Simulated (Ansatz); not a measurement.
## SrCl2 (CdI2 type) under strain

SrCl2 in the CdI2 structure, relaxed with r2SCAN+rVV10 in the PAW code Ansatz. Space group P-3m1 (No. 164), trigonal; a = 4.407 Å, c = 5.596 Å in the conventional setting, 31.38 Å³ an atom. Sr has 6 Cl at 2.90 Å; Cl has 3 Sr at 2.90 Å.

The axes x, y and z are those of this cell:
```
CELL_PARAMETERS angstrom
4.40725 0.00000 0.00000
-2.20362 3.81679 0.00000
0.00000 0.00000 5.59606
ATOMIC_POSITIONS crystal
Sr 0.00000 0.00000 0.00000
Cl 0.33333 0.66667 0.24870
Cl 0.66667 0.33333 0.75130
```

Unstrained: The PBE gap is direct at Γ: 5.163 eV. The r2SCAN gap is direct at Γ: 5.789 eV. HSE06 gives a direct gap of 6.455 eV at Γ. Meshes: PBE 6×6×6, r2SCAN 6×6×6, HSE06 6×6×4. Strains are changes of length per length. After each strain the atoms were relaxed again with r2SCAN+rVV10 within the symmetry that the strain leaves, so tilts or polar shifts that break it weren't tested; points keep the names that they have in the unstrained zone. The cell comes from a prototype generator: it can be a known phase or a hypothetical one. Spin polarisation is off.

Changes of the least gap in eV (an overlap counts as a negative gap):

| strain | volume change (%) | space group | PBE | r2SCAN | HSE06 |
| --- | --- | --- | --- | --- | --- |
| isotropic +4.0 % on every length | +12.5 | P-3m1 | -0.213 | -0.210 | -0.223 |
| uniaxial -5.0 % along z | -5.0 | P-3m1 | -0.064 | -0.079 | -0.064 |
| uniaxial -4.0 % along x | -4.0 | C2/m | +0.125 | +0.074 | +0.130 |
| epitaxial +3.0 % in the xy plane, free normal strain -4.01 % | +1.8 | P-3m1 | -0.281 | -0.306 | -0.290 |
| isotropic +3.0 % on every length | +9.3 | P-3m1 | -0.161 | -0.160 | -0.169 |

Isotropic +4.0 % on every length. HSE06: the gap goes from 6.455 to 6.232 eV (-0.223 eV); with r2SCAN the top three valence levels at Γ, grouped 1+2 from the top over 472 meV, become 1+2 over 419 meV. Stress change with PBE, compression positive: xx -2.21, yy -2.21, zz -0.86 GPa. For HSE06, dE_g/d ln V = -1.9 eV over this step.

Uniaxial -5.0 % along z, other directions held. HSE06: the gap goes from 6.455 to 6.391 eV (-0.064 eV); with r2SCAN the top three valence levels at Γ, grouped 1+2 from the top over 472 meV, become 1+2 over 532 meV. Stress change with PBE, compression positive: xx +0.68, yy +0.68, zz +0.99 GPa.

Uniaxial -4.0 % along x, other directions held. r2SCAN: the gap goes from 5.789 to 5.863 eV (+0.074 eV); it turns from direct (Γ) to indirect (Γ → M [(0, -1/2, 0)]). HSE06: the gap goes from 6.455 to 6.585 eV (+0.130 eV); with r2SCAN the top three valence levels at Γ, grouped 1+2 from the top over 472 meV, become 1+1+1 over 523 meV. Stress change with PBE, compression positive: xx +1.98, yy +0.66, zz +0.51, yz -0.19 GPa.

Epitaxial +3.0 % in the xy plane, free normal strain -4.01 %. HSE06: the gap goes from 6.455 to 6.165 eV (-0.290 eV); with r2SCAN the top three valence levels at Γ, grouped 1+2 from the top over 472 meV, become 1+2 over 517 meV. Stress change with PBE, compression positive: xx -1.40, yy -1.40, zz 0.00 GPa.

Isotropic +3.0 % on every length. HSE06: the gap goes from 6.455 to 6.286 eV (-0.169 eV); with r2SCAN the top three valence levels at Γ, grouped 1+2 from the top over 472 meV, become 1+2 over 434 meV. Stress change with PBE, compression positive: xx -1.75, yy -1.75, zz -0.72 GPa. For HSE06, dE_g/d ln V = -1.9 eV over this step.

The meshes of the hybrids are coarse, so their gaps aren't converged to the digits shown.

The splittings at Γ are without spin-orbit coupling, which regroups them where it is of like size or larger.
